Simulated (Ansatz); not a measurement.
Run on Re (diamond type): DFT, PBE, PAW with Ansatz's default frozen-core files, scalar-relativistic (Ansatz 0.2.0). This run: diamond relaxed under pressure.

The start is a guessed cell of a prototype that needn't be stable.

Command: `ansatz run input.yaml --threads 1 --pin off --max-ram 3584MiB --backend cpu --events-out ev --progress --plain --runs-dir out` It took 12 s on 1 thread of Arm Neoverse V2, with other jobs on the host, peak memory 0.33 GiB.

```yaml
crystal:
  lattice:
    - [0.0, 2.1367176507, 2.1367176507]
    - [2.1367176507, 0.0, 2.1367176507]
    - [2.1367176507, 2.1367176507, 0.0]
  atoms:
    - { symbol: Re, position: [-0.125, -0.125, -0.125] }
    - { symbol: Re, position: [0.125, 0.125, 0.125] }
kpoints:
  mp_grid: { grid: [15, 15, 15] }
scf:
  occupations: { method: fermi_dirac, width: 0.08 }
hamiltonian:
  xc: pbe
  pseudopotentials: { kind: paw }
output:
  forces: true
  stress: true
  eigenvalues: true
relax:
  f_tol: 0.005
  max_steps: 40
  cell: { p_target: 540.0, stress_tol: 0.27 }
```

Output:

```
Engine: ansatz 0.2.0
Pseudopotentials: kind: paw
Pseudopotential: Re, paw, valence charge 15, recommended cutoff 420 eV (normal), Re.paw.azcp
Functional definition: PBE
  parameter kappa = 0.804
  parameter beta = 0.06672455060314922
  exchange = pbe_x(kappa = kappa, mu = beta*pi^2/3)
  correlation = pbe_c(beta = beta)
Crystal: 2 atoms, lattice volume = 19.511 Å³
Basis set: ecut = 420 eV, 339 PW (Γ), exchange–correlation on 48×48×48 points (8 copies of the dense FFT grid, shifted against one another)
Bands: 19, of which v1, the nominal top of the filled ones, is band 15 counted from 1 (14 counted from 0)
Symmetry: 48 space group operations
Space group: Fd-3m (ITA 227), of the structure as read, at distance tolerance 2.7e-5 Å
k-points: 120 of 3375
Non-local potential: Re, projectors of the file, l = 0: 3, l = 1: 2, l = 2: 2, l = 3: 1
PAW form: soft (Blöchl's): semilocal exchange-correlation on the pseudo side does not see the compensation charge
PAW one-centre angular grid: Re, 590 points (default); XC on 64 Gauss nodes
Initial density: superposition of atomic densities (neutral atoms: chi_scale 0, normalization atom), corrected by the library's trained network
Initial wavefunctions: pseudopotential atomic-orbital guess
Functional: x = pbe(κ = 0.804, μ = 0.2195149727645171), c = pbe(β = 0.06672455060314922)
SCF iter   1: F=—  HF=-21700.569343 eV  |F-HF|=—  |Δ(HF+E_count)|=         —  Δρ=7.88e-2  dr2=4.10e-1  ethr=1.77e-3  ⟨swp⟩=5.9  Hψ=11416  notcnv=0
preconditioner: auto → none  [metal: Δε(μ)=0.020 eV  Ē_g=11.453 eV  σ=0.080 eV  W_gap=0.06  n_scr=8 (ndim 8)  ℏωp=31.5 eV  f_vac=0.000  D(μ)=1.39/eV (n_scr^D=14)  sad-step TF]
SCF iter   2: F=—  HF=-21700.537978 eV  |F-HF|=—  |Δ(HF+E_count)|=   3.14e-2  Δρ=4.45e-2  dr2=1.36e-1  ethr=1.37e-3  ⟨swp⟩=2.0  Hψ=3657  notcnv=0
SCF iter   3: F=—  HF=-21700.514963 eV  |F-HF|=—  |Δ(HF+E_count)|=   2.30e-2  Δρ=1.95e-3  dr2=1.88e-4  ethr=4.55e-4  ⟨swp⟩=2.2  Hψ=3649  notcnv=0
SCF iter   4: F=—  HF=-21700.514832 eV  |F-HF|=—  |Δ(HF+E_count)|=   1.31e-4  Δρ=4.56e-4  dr2=1.94e-5  ethr=6.25e-7  ⟨swp⟩=2.1  Hψ=4184  notcnv=0
SCF iter   5: F=—  HF=-21700.514822 eV  |F-HF|=—  |Δ(HF+E_count)|=   1.05e-5  Δρ=7.45e-5  dr2=4.82e-7  ethr=6.48e-8  ⟨swp⟩=2.0  Hψ=3846  notcnv=0
SCF iter   6: F=-21700.514822 eV  HF=-21700.514822 eV  |F-HF|=2.47e-8  |Δ(HF+E_count)|=   1.25e-7  Δρ=1.41e-5  dr2=3.21e-8  ethr=3.33e-10  ⟨swp⟩=6.6  Hψ=11238  notcnv=0
SCF 1 converged in 6 iterations: F = -21700.514822 eV  dr2 = 3.21e-8
  greatest PAW one-centre occupation: 1.009 electrons in one spin orbital (limit 2), on the Re atom at site 1 (counted from 0), in its partial waves of l = 1
relax step   1: F+E_penalty+E_count = -21700.51482157 eV  Δ(F+E_penalty+E_count) = +0.000e0 eV  max|allowed force component| = 1.110e-16 eV/Å  Δτ_max = 0.0000 Å  P = +833.595 GPa  Ω = 19.511 Å³  (6 SCF iters, dr2 threshold 1.00e-7 eV, accepted)
Crystal: 2 atoms, lattice volume = 22.505 Å³
Basis set: ecut = 420 eV, 459 PW (Γ), exchange–correlation on 48×48×48 points (8 copies of the dense FFT grid, shifted against one another)
Initial density: handed on by an earlier stage of this run
Initial wavefunctions: those handed on with the density
iter 1 solved again at ethr=4.76e-4 eV; its pass at ethr=3.10e-3 eV (dr2=1.43e-1 eV) is discarded
SCF iter   1: F=—  HF=-21712.890217 eV  |F-HF|=—  |Δ(HF+E_count)|=         —  Δρ=2.18e-2  dr2=1.44e-1  ethr=4.76e-4  ⟨swp⟩=1.0  Hψ=12962  notcnv=0
preconditioner: auto → Kerker (q_TF=auto, 2.862 Å⁻¹)  [metal: Δε(μ)=0.026 eV  Ē_g=9.965 eV  σ=0.080 eV  W_gap=0.08  n_scr=14 (ndim 8)  ℏωp=29.3 eV  f_vac=0.000  D(μ)=1.37/eV (n_scr^D=14)]
SCF iter   2: F=—  HF=-21712.852553 eV  |F-HF|=—  |Δ(HF+E_count)|=   3.77e-2  Δρ=1.25e-2  dr2=4.86e-2  ethr=4.76e-4  ⟨swp⟩=2.0  Hψ=2718  notcnv=0
SCF iter   3: F=—  HF=-21712.833199 eV  |F-HF|=—  |Δ(HF+E_count)|=   1.94e-2  Δρ=2.57e-3  dr2=1.50e-3  ethr=1.62e-4  ⟨swp⟩=2.0  Hψ=3593  notcnv=0
SCF iter   4: F=—  HF=-21712.833037 eV  |F-HF|=—  |Δ(HF+E_count)|=   1.62e-4  Δρ=5.68e-4  dr2=8.29e-5  ethr=5.01e-6  ⟨swp⟩=2.0  Hψ=3239  notcnv=0
SCF iter   5: F=—  HF=-21712.833010 eV  |F-HF|=—  |Δ(HF+E_count)|=   2.68e-5  Δρ=9.82e-5  dr2=9.64e-7  ethr=2.76e-7  ⟨swp⟩=2.0  Hψ=3128  notcnv=0
SCF iter   6: F=-21712.833011 eV  HF=-21712.833011 eV  |F-HF|=2.70e-8  |Δ(HF+E_count)|=   7.38e-7  Δρ=1.82e-5  dr2=3.92e-8  ethr=6.67e-10  ⟨swp⟩=6.2  Hψ=9771  notcnv=0
SCF 2 converged in 6 iterations: F = -21712.833011 eV  dr2 = 3.92e-8
  greatest PAW one-centre occupation: 1.004 electrons in one spin orbital (limit 2), on the Re atom at site 1 (counted from 0), in its partial waves of l = 1
relax step   2: F+E_penalty+E_count = -21712.83301100 eV  Δ(F+E_penalty+E_count) = -1.232e1 eV  max|allowed force component| = 1.110e-15 eV/Å  Δτ_max = 0.0000 Å  P = +515.499 GPa  Ω = 22.505 Å³  energy of the carried Pulay correction = -8.012e-3 eV  (6 SCF iters, dr2 threshold 2.00e-7 eV, accepted)
Crystal: 2 atoms, lattice volume = 22.243 Å³
Basis set: ecut = 420 eV, 411 PW (Γ), exchange–correlation on 48×48×48 points (8 copies of the dense FFT grid, shifted against one another)
iter 1 solved again at ethr=3.42e-6 eV; its pass at ethr=3.10e-3 eV (dr2=1.03e-3 eV) is discarded
SCF iter   1: F=—  HF=-21711.970931 eV  |F-HF|=—  |Δ(HF+E_count)|=         —  Δρ=1.71e-3  dr2=8.82e-4  ethr=3.42e-6  ⟨swp⟩=2.1  Hψ=12201  notcnv=0
preconditioner: auto → Kerker (q_TF=auto, 2.868 Å⁻¹)  [metal: Δε(μ)=0.014 eV  Ē_g=10.070 eV  σ=0.080 eV  W_gap=0.04  n_scr=14 (ndim 8)  ℏωp=29.5 eV  f_vac=0.000  D(μ)=1.49/eV (n_scr^D=14)]
SCF iter   2: F=—  HF=-21711.970711 eV  |F-HF|=—  |Δ(HF+E_count)|=   2.20e-4  Δρ=9.69e-4  dr2=2.89e-4  ethr=2.94e-6  ⟨swp⟩=1.1  Hψ=2293  notcnv=0
SCF iter   3: F=—  HF=-21711.970593 eV  |F-HF|=—  |Δ(HF+E_count)|=   1.19e-4  Δρ=2.07e-4  dr2=1.06e-5  ethr=9.62e-7  ⟨swp⟩=2.0  Hψ=3097  notcnv=0
SCF iter   4: F=—  HF=-21711.970591 eV  |F-HF|=—  |Δ(HF+E_count)|=   1.64e-6  Δρ=6.53e-5  dr2=1.19e-6  ethr=3.52e-8  ⟨swp⟩=2.0  Hψ=3125  notcnv=0
SCF iter   5: F=-21711.970591 eV  HF=-21711.970591 eV  |F-HF|=1.14e-9  |Δ(HF+E_count)|=   4.11e-7  Δρ=9.70e-6  dr2=1.23e-8  ethr=6.67e-10  ⟨swp⟩=6.0  Hψ=9928  notcnv=0
SCF 3 converged in 5 iterations: F = -21711.970591 eV  dr2 = 1.23e-8
[... lines left out ...]
Initial wavefunctions: pseudopotential atomic-orbital guess (no wavefunctions were taken with the density)
iter 1 solved again at ethr=8.34e-8 eV; its pass at ethr=3.10e-3 eV (dr2=2.50e-5 eV) is discarded
SCF iter   1: F=—  HF=-21711.854521 eV  |F-HF|=—  |Δ(HF+E_count)|=         —  Δρ=5.40e-4  dr2=7.37e-6  ethr=8.34e-8  ⟨swp⟩=3.2  Hψ=17181  notcnv=0
preconditioner: auto → Kerker (q_TF=auto, 2.869 Å⁻¹)  [metal: Δε(μ)=0.018 eV  Ē_g=10.090 eV  σ=0.080 eV  W_gap=0.06  n_scr=14 (ndim 8)  ℏωp=29.5 eV  f_vac=0.000  D(μ)=1.49/eV (n_scr^D=14)]
SCF iter   2: F=—  HF=-21711.854524 eV  |F-HF|=—  |Δ(HF+E_count)|=   3.14e-6  Δρ=2.86e-4  dr2=1.99e-6  ethr=2.46e-8  ⟨swp⟩=1.1  Hψ=2496  notcnv=0
SCF iter   3: F=—  HF=-21711.854527 eV  |F-HF|=—  |Δ(HF+E_count)|=   2.43e-6  Δρ=1.43e-5  dr2=1.28e-8  ethr=6.62e-9  ⟨swp⟩=2.0  Hψ=4075  notcnv=0
SCF iter   4: F=-21711.854527 eV  HF=-21711.854527 eV  |F-HF|=7.28e-11  |Δ(HF+E_count)|=   1.15e-9  Δρ=1.65e-6  dr2=1.20e-10  ethr=1.94e-12  ⟨swp⟩=5.3  Hψ=9506  notcnv=0
SCF 5 converged in 4 iterations: F = -21711.854527 eV  dr2 = 1.20e-10
relax step   5: F+E_penalty+E_count = -21711.85452653 eV  Δ(F+E_penalty+E_count) = -7.836e-3 eV  max|allowed force component| = 4.626e-16 eV/Å  Δτ_max = 0.0000 Å  P = +540.158 GPa  Ω = 22.206 Å³  stress off target by 1.58e-1 GPa  SCF on the basis re-selected at this cell (its energy is not comparable with the rows above)  (4 SCF iters)
basis re-selected at this cell: Δ(F+E_penalty+E_count) = -7.836e-3 eV, ΔP = +0.125 GPa vs the last step (what re-selecting the basis moved, of the pressure what is left beyond the Pulay correction that the steps carried, after the strain that the cell walked since its last selection, with what the two solves' SCF thresholds leave and, on support functions, any second-order correction that the steps lacked; it is no measure of the basis error at this ecutwfc). This SCF's stress stands 1.58e-1 GPa from its target on what of the cell is left free (relax.cell.stress_tol is 2.70e-1 GPa) and its largest allowed force component is 4.63e-16 eV/Å (relax.f_tol is 5.00e-3 eV/Å): within both
SCF converged after 4 iterations
Free energy (F): -21711.854527 eV
Harris-Foulkes:  -21711.854527 eV  (|F-HF|=7.28e-11)
Internal energy: -21711.823887 eV  (E = F + TS)
E sigma→0 (E₀):  -21711.839207 eV
Entropy (-TS):   -0.030640 eV (-15.320 meV/atom)
Fermi energy:    33.622221 eV
--- Per-component energies (eV) ---
  E_band       = 81.960071
  E_kinetic    = 1182.533214
  E_local      = -1600.665343  (includes V_loc(G=0)·N_el)
  E_nonlocal   = 120.469702
  E_hartree    = 662.662259
  E_xc         = -831.398874
  E_vxc        = -638.538142  (∫ρ·V_xc dr)
  E_paw        = -17333.804200  (= ΣΔE_a)
  E_vpaw       = -307.164017  (= ΣTr[D̂ρ^β])
  E_aug_tail   = -0.000155  (compensation charges beyond the density's cutoff)
  E_ewald      = -3911.620491
  E_smearing   = -0.030640  (= −TS)
  E_closure    = 0.000000  (closes the sum)
  Σ components = -21711.854527   (vs F -21711.854527, Δ=0.00e0)
--- Forces (eV/Å), atoms counted from 1 ---
  atom   1  Re     0.00000000     0.00000000    -0.00000000
  atom   2  Re    -0.00000000    -0.00000000     0.00000000
  max |Σ_I F_I| component: 1.48e-16 eV/Å
--- Stress (GPa, compression-positive) ---
      540.158272      -0.000000       0.000000
       -0.000000     540.158272       0.000000
        0.000000       0.000000     540.158272
  P = ⅓ Tr σ = 540.1583 GPa (5401.583 kbar)
--- Band table (eV; the first three rows and the last of 120) ---
  k-point 0: bands = ["-48.9267", "-45.2468", "-12.4058", "-12.4058", "-12.4058", "-7.5583", "-7.5583", "-7.5583", "22.2400", "24.5857", "24.5857", "28.8652", "28.8652", "28.8652", "35.0515", "35.0515", "35.0515", "42.5960", "42.5960"]
  k-point 1: bands = ["-48.9007", "-45.2823", "-12.4372", "-12.4372", "-12.4037", "-7.5375", "-7.5148", "-7.5148", "22.4171", "24.5152", "24.5152", "28.8043", "29.0382", "29.0382", "34.6011", "34.9378", "34.9378", "42.5417", "42.5417"]
  k-point 2: bands = ["-48.8244", "-45.3854", "-12.5230", "-12.5230", "-12.4002", "-7.4741", "-7.3942", "-7.3942", "22.9174", "24.3728", "24.3728", "28.6591", "29.4207", "29.4207", "33.4666", "34.6849", "34.6849", "42.3866", "42.3866"]
  k-point 119: bands = ["-47.3562", "-47.1021", "-13.7652", "-13.6442", "-9.9736", "-9.3994", "-5.8169", "-5.6996", "22.5257", "22.8147", "27.3708", "28.4978", "31.3099", "31.8240", "32.6914", "32.9154", "39.0354", "39.0413", "40.5126"]
--- Relaxed structure (4 steps of the walk, 4 accepted, 1 SCFs on fresh bases) ---
  F+E_penalty+E_count = -21711.85452653 eV   max|allowed force component| = 4.626e-16 eV/Å   (the final SCF, on the basis selected at the relaxed cell)
  cell:  # Å, volume = 22.2057 Å³
    - [-6.509337772024115e-33, 2.230890754182994, 2.230890754182994]
    - [2.2308907541829943, -2.9807926392439197e-33, 2.230890754182994]
    - [2.2308907541829943, 2.230890754182994, 5.745031967089777e-33]
  atoms:
    - { symbol: Re, position: [-0.12499999999999997, -0.125, -0.125] }
    - { symbol: Re, position: [0.12499999999999997, 0.125, 0.125] }
```

Next run (simple hexagonal relaxed under pressure), as changes to the input before:

```diff
   lattice:
-    - [0.0, 2.1367176507, 2.1367176507]
-    - [2.1367176507, 0.0, 2.1367176507]
-    - [2.1367176507, 2.1367176507, 0.0]
+    - [2.2383715726, 0.0, 0.0]
+    - [-1.1191857863, 1.938486645, 0.0]
+    - [0.0, 0.0, 2.1040692782]
   atoms:
-    - { symbol: Re, position: [-0.125, -0.125, -0.125] }
-    - { symbol: Re, position: [0.125, 0.125, 0.125] }
+    - { symbol: Re, position: [0.0, 0.0, 0.0] }
 kpoints:
-  mp_grid: { grid: [15, 15, 15] }
+  mp_grid: { grid: [19, 19, 18] }
 scf:
   eigenvalues: true
+  write_density: true
+  write_potential: true
+  elf: true
+  volumetric_format: npy
 relax:
```

Results part of the output:

```
basis re-selected at this cell: Δ(F+E_penalty+E_count) = -3.467e-4 eV, ΔP = +0.032 GPa vs the last step (what re-selecting the basis moved, of the pressure what is left beyond the Pulay correction that the steps carried, after the strain that the cell walked since its last selection, with what the two solves' SCF thresholds leave and, on support functions, any second-order correction that the steps lacked; it is no measure of the basis error at this ecutwfc). The dense FFT grid was sized anew with the basis: this SCF ran on 16×16×15 points, the steps before it on 15×15×15, so part of this shift can come from that change (see relax.cell in the input reference). This SCF's stress stands 4.54e-2 GPa from its target on what of the cell is left free (relax.cell.stress_tol is 2.70e-1 GPa) and its largest allowed force component is 0.00e0 eV/Å (relax.f_tol is 5.00e-3 eV/Å): within both
SCF converged after 4 iterations
Free energy (F): -10859.792600 eV
Harris-Foulkes:  -10859.792600 eV  (|F-HF|=1.64e-11)
Internal energy: -10859.779180 eV  (E = F + TS)
E sigma→0 (E₀):  -10859.785890 eV
Entropy (-TS):   -0.013420 eV (-13.420 meV/atom)
Fermi energy:    40.942660 eV
--- Per-component energies (eV) ---
  E_band       = 149.325894
  E_kinetic    = 589.582221
  E_local      = -409.417388  (includes V_loc(G=0)·N_el)
  E_nonlocal   = 54.696361
  E_hartree    = 192.828529
  E_xc         = -416.710676
  E_vxc        = -320.711615  (∫ρ·V_xc dr)
  E_paw        = -8664.421496  (= ΣΔE_a)
  E_vpaw       = -150.480672  (= ΣTr[D̂ρ^β])
  E_aug_tail   = -0.000074  (compensation charges beyond the density's cutoff)
  E_ewald      = -2206.336657
  E_smearing   = -0.013420  (= −TS)
  E_closure    = 0.000000  (closes the sum)
  Σ components = -10859.792600   (vs F -10859.792600, Δ=0.00e0)
--- Forces (eV/Å), atoms counted from 1 ---
  atom   1  Re     0.00000000    -0.00000000     0.00000000
  max |Σ_I F_I| component: 4.11e-32 eV/Å
--- Stress (GPa, compression-positive) ---
      540.015640       0.000000       0.000000
        0.000000     540.015640       0.000000
        0.000000       0.000000     540.045426
  P = ⅓ Tr σ = 540.0256 GPa (5400.256 kbar)
--- Band table (eV; the first three rows and the last of 400) ---
  k-point 0: bands = ["-40.7833", "-0.1677", "-0.1677", "0.5241", "27.6949", "29.8907", "36.3497", "36.3497", "49.3525", "49.3525", "52.6923", "62.1841"]
  k-point 1: bands = ["-40.7542", "-0.1458", "-0.1458", "0.2450", "27.8513", "30.3162", "36.4069", "36.4069", "48.8709", "48.8709", "52.7852", "61.2882"]
  k-point 2: bands = ["-40.6699", "-0.5208", "-0.0820", "-0.0820", "28.2316", "31.5896", "36.5744", "36.5744", "47.6346", "47.6346", "53.0626", "59.3290"]
  k-point 399: bands = ["-38.8812", "-5.2231", "-3.1394", "-2.6604", "29.3354", "30.4042", "38.8963", "40.4683", "51.1981", "59.4072", "60.8814", "63.2993"]
--- Relaxed structure (5 steps of the walk, 5 accepted, 1 SCFs on fresh bases) ---
  F+E_penalty+E_count = -10859.79260015 eV   max|allowed force component| = 0.000e0 eV/Å   (the final SCF, on the basis selected at the relaxed cell)
  cell:  # Å, volume = 9.2637 Å³
    - [2.2719069430992325, 2.1485712369063848e-36, 0.0]
    - [-1.1359534715496162, 1.9675291277581823, 0.0]
    - [0.0, 0.0, 2.0724062938975973]
  atoms:
    - { symbol: Re, position: [0.0, 0.0, 0.0] }
```

Next run (beta tin relaxed under pressure), as changes to the input before:

```diff
   lattice:
-    - [2.2383715726, 0.0, 0.0]
-    - [-1.1191857863, 1.938486645, 0.0]
-    - [0.0, 0.0, 2.1040692782]
+    - [-2.0223375777, 2.0223375777, 1.1122856677]
+    - [2.0223375777, -2.0223375777, 1.1122856677]
+    - [2.0223375777, 2.0223375777, -1.1122856677]
   atoms:
-    - { symbol: Re, position: [0.0, 0.0, 0.0] }
+    - { symbol: Re, position: [-0.375, -0.125, -0.25] }
+    - { symbol: Re, position: [0.375, 0.125, 0.25] }
 kpoints:
-  mp_grid: { grid: [19, 19, 18] }
+  mp_grid: { grid: [19, 19, 19] }
 scf:
```

Command: `ansatz run input.yaml --threads 1 --pin off --max-ram 3584MiB --backend cpu --events-out ev --progress --plain --runs-dir out` It took 71 s on 1 thread of Arm Neoverse V2 (shared host), peak memory 0.46 GiB.

Results part of the output:

```
basis re-selected at this cell: Δ(F+E_penalty+E_count) = -1.509e-3 eV, ΔP = +0.028 GPa vs the last step (what re-selecting the basis moved, of the pressure what is left beyond the Pulay correction that the steps carried, after the strain that the cell walked since its last selection, with what the two solves' SCF thresholds leave and, on support functions, any second-order correction that the steps lacked; it is no measure of the basis error at this ecutwfc). This SCF's stress stands 9.19e-2 GPa from its target on what of the cell is left free (relax.cell.stress_tol is 2.70e-1 GPa) and its largest allowed force component is 1.39e-17 eV/Å (relax.f_tol is 5.00e-3 eV/Å): within both
SCF converged after 6 iterations
Free energy (F): -21719.353490 eV
Harris-Foulkes:  -21719.353490 eV  (|F-HF|=3.64e-12)
Internal energy: -21719.327139 eV  (E = F + TS)
E sigma→0 (E₀):  -21719.340315 eV
Entropy (-TS):   -0.026351 eV (-13.176 meV/atom)
Fermi energy:    40.839615 eV
--- Per-component energies (eV) ---
  E_band       = 288.030421
  E_kinetic    = 1178.782489
  E_local      = -841.775068  (includes V_loc(G=0)·N_el)
  E_nonlocal   = 108.769546
  E_hartree    = 392.188000
  E_xc         = -833.343902
  E_vxc        = -641.245741  (∫ρ·V_xc dr)
  E_paw        = -17328.700109  (= ΣΔE_a)
  E_vpaw       = -300.876646  (= ΣTr[D̂ρ^β])
  E_aug_tail   = -0.000155  (compensation charges beyond the density's cutoff)
  E_ewald      = -4395.247939
  E_smearing   = -0.026351  (= −TS)
  E_closure    = 0.000000  (closes the sum)
  Σ components = -21719.353490   (vs F -21719.353490, Δ=0.00e0)
--- Forces (eV/Å), atoms counted from 1 ---
  atom   1  Re     0.00000000     0.00000000     0.00000000
  atom   2  Re     0.00000000     0.00000000     0.00000000
  max |Σ_I F_I| component: 8.33e-17 eV/Å
--- Stress (GPa, compression-positive) ---
      540.091927       0.000000       0.000000
        0.000000     540.091927       0.000000
        0.000000      -0.000000     539.923629
  P = ⅓ Tr σ = 540.0358 GPa (5400.358 kbar)
--- Band table (eV; the first three rows and the last of 550) ---
  k-point 0: bands = ["-41.1675", "-39.5976", "-5.0883", "-5.0883", "-0.4205", "-0.4205", "-0.2835", "-0.2359", "26.9005", "27.4453", "30.7588", "31.8240", "32.7267", "41.4959", "41.4959", "41.8449", "41.8449", "48.3862", "51.1313"]
  k-point 1: bands = ["-41.1571", "-39.6086", "-5.0678", "-5.0647", "-0.5353", "-0.4688", "-0.2340", "-0.2083", "26.9908", "27.5493", "30.8387", "31.7946", "32.6997", "41.5409", "41.5749", "41.9096", "41.9208", "48.1803", "49.8881"]
  k-point 2: bands = ["-41.1263", "-39.6415", "-5.0058", "-4.9943", "-0.7374", "-0.6098", "-0.2284", "-0.1227", "27.2594", "27.8528", "31.0767", "31.7121", "32.6282", "41.6722", "41.8035", "42.1000", "42.1351", "47.5878", "48.2926"]
  k-point 549: bands = ["-40.3749", "-40.3642", "-6.1125", "-6.0875", "-0.3212", "-0.3048", "0.1993", "0.2229", "30.7493", "30.7962", "33.4824", "33.5492", "38.7434", "39.7514", "39.8143", "40.7305", "43.3465", "43.3994", "44.1177"]
--- Relaxed structure (5 steps of the walk, 4 accepted, 1 SCFs on fresh bases) ---
  F+E_penalty+E_count = -21719.35349025 eV   max|allowed force component| = 1.388e-17 eV/Å   (the final SCF, on the basis selected at the relaxed cell)
  cell:  # Å, volume = 18.6907 Å³
    - [-2.0725221112332104, 2.0725221112332104, 1.0878430879333822]
    - [2.0725221112332104, -2.0725221112332104, 1.0878430879333822]
    - [2.0725221112332104, 2.0725221112332104, -1.0878430879333822]
  atoms:
    - { symbol: Re, position: [-0.37499999999999994, -0.12499999999999999, -0.24999999999999997] }
    - { symbol: Re, position: [0.37499999999999994, 0.12499999999999999, 0.24999999999999997] }
```

Spin–orbit coupling is left out, which matters for the heavy atoms. At this compression frozen-core PAW has no all-electron check here.
